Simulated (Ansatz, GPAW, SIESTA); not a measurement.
**One calculation of Sn, 3 ways**

```
Sn
1.0
    -2.02919    2.02919    1.66076
     2.02919   -2.02919    1.66076
     2.02919    2.02919   -1.66076
Sn
1
Direct
  0.00000 0.00000 0.00000
```

This isn't the form of Sn at room conditions, which is tetragonal (white tin).

Alike in all runs: task band structure; functional LDA; k mesh 10 × 10 × 10; occupations fermi-dirac, width 0.05 eV; no spin polarisation; no spin-orbit coupling. LDA stands for any of its common fits. Pressure is positive in compression and, in plane waves, holds the error of the finite cutoff.

```csv
program and potentials,plane-wave cutoff (eV),notes,pressure (GPa)
"GPAW, the program's PAW data sets (release 1.2.1) made for this functional",600,-,-3.40
"Ansatz, all-electron LAPW, scalar-relativistic",-,-,-3.19
"SIESTA, files PseudoDojo sr-lda-0.4.1-standard, DZP (energy shift 0.003 Ry; two zetas on semicore shells)",-,atomic basis,-2.35
```

The pressure spans -3.40 (GPAW, the program's PAW data sets (release 1.2.1) made for this functional) to -2.35 GPa (SIESTA, files PseudoDojo sr-lda-0.4.1-standard, DZP (energy shift 0.003 Ry; two zetas on semicore shells)), with all-electron results at -3.19. Rows in atomic bases carry the error of their basis and grid, which can be large.

The functional is the same throughout but for its coding, so the spread measures potentials, basis and numerics; runs on potential files found faulty are left out.
